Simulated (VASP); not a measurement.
**HfN: single point with PBEsol**

The system is HfN, a slab with vacuum.

```
N Hf
1.0
     3.18308    0.00000    0.00000
    -1.59154    2.75663    0.00000
     0.00000    0.00000   23.49743
N Hf
3 3
Direct
  0.33333 0.66667 0.36174
  0.00000 0.00000 0.47235
  0.66667 0.33333 0.58295
  0.66667 0.33333 0.41705
  0.33333 0.66667 0.52956
  0.00000 0.00000 0.63746
```

The cell isn't the ideal one: clean slab, lower half held.

- Program: VASP 6.6.1
- Task: single point
- Functional: PBEsol
- Potentials or basis: VASP PAW PBE potentials, release 64 (N, Hf_pv)
- Cutoff: 520 eV
- k mesh: 9 × 9 × 1
- Occupations: gaussian, width 0.1 eV
- Spin: no spin polarisation

- Largest force: 6.363 eV/Å
- Band gap on the k mesh: none (metal or under the smearing width)

Forces on the atoms (eV/Å):
```
N    0.000  0.000  4.896
N    0.000  0.000  1.556
N    0.000  0.000 -0.017
Hf   0.000  0.000 -6.363
Hf   0.000  0.000  0.039
Hf   0.000  0.000 -0.112
```

Levels at points of the mesh, in eV from the Fermi level:
| k point | band 19 | band 20 | band 21 | band 22 | band 23 | band 24 | band 25 | band 26 |
| --- | --- | --- | --- | --- | --- | --- | --- | --- |
| (0.00, 0.00, 0.00) | -1.77 | -0.82 | -0.07 | -0.07 | 0.32 | 0.76 | 0.76 | 1.52 |

Wall time 3.4 min on 1 thread of Intel(R) Xeon(R) Platinum 8488C (Sapphire Rapids) (shared host), peak memory 0.34 GiB.

Caveat: the PAW data sets were made with another functional, which shifts forces and pressure a little. The run has no spin-orbit coupling, so splittings on Hf are missing.
